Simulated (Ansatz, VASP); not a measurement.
## Sn in VASP and in Ansatz

The input INCAR:

```
SYSTEM = Sn
  ALGO = Normal
  EDIFF = 1E-7
  ENCUT = 520
  GGA = PS
  ISIF = 2
  ISMEAR = -1
  LASPH = .TRUE.
  LCHARG = .FALSE.
  LREAL = .FALSE.
  LWAVE = .FALSE.
  NBANDS = 13
  NELM = 80
  PREC = Accurate
  SIGMA = 0.05
```

The input KPOINTS:

```
k-points
0
G
  10 10 10
  0 0 0
```

The input POSCAR:

```
Sn
1.0
   -1.8559746029      1.8559746029      1.8559746029
    1.8559746029     -1.8559746029      1.8559746029
    1.8559746029      1.8559746029     -1.8559746029
Sn
1
Direct
    0.0000000000      0.0000000000      0.0000000000
```

File input.yaml:

```yaml
crystal:
  lattice:
    - [-1.8559746029, 1.8559746029, 1.8559746029]
    - [1.8559746029, -1.8559746029, 1.8559746029]
    - [1.8559746029, 1.8559746029, -1.8559746029]
  atoms:
    - { symbol: Sn, position: [0.0, 0.0, 0.0] }
hamiltonian:
  xc: pbesol
  pseudopotentials: { kind: paw }
kpoints:
  mp_grid: { grid: [10, 10, 10] }
scf:
  occupations: { method: fermi_dirac, width: 0.05 }
output:
  forces: true
  stress: true
  eigenvalues: true
```

Change from the starting cell: volume scaled by 0.94.

Alike in both runs: task single point; functional PBEsol; k mesh 10 × 10 × 10; occupations fermi-dirac, width 0.05 eV; no spin polarisation.

|  | VASP | Ansatz |
| --- | --- | --- |
| version | VASP 6.6.1 | Ansatz 0.2.0 |
| potentials or method | VASP PAW PBE potentials, release 64 (Sn_d) | Ansatz PAW |
| plane-wave cutoff (eV) | 520 | 420 |
| valence electrons in the cell | 14 | 14 |

```tsv
	VASP	Ansatz	Ansatz less VASP
gap on the k mesh at the Fermi level (eV)	none	none	-
pressure (GPa)	0.8	0.9	+0.07
```

A gap of «none» marks a metal or a gap that the smearing closes.

Caveats: the PAW data sets were made with another functional, which shifts forces and pressure a little (VASP); the PAW data sets come from PBE, with cores solved anew for the run's functional, which leaves a small shift of forces and pressure (Ansatz).
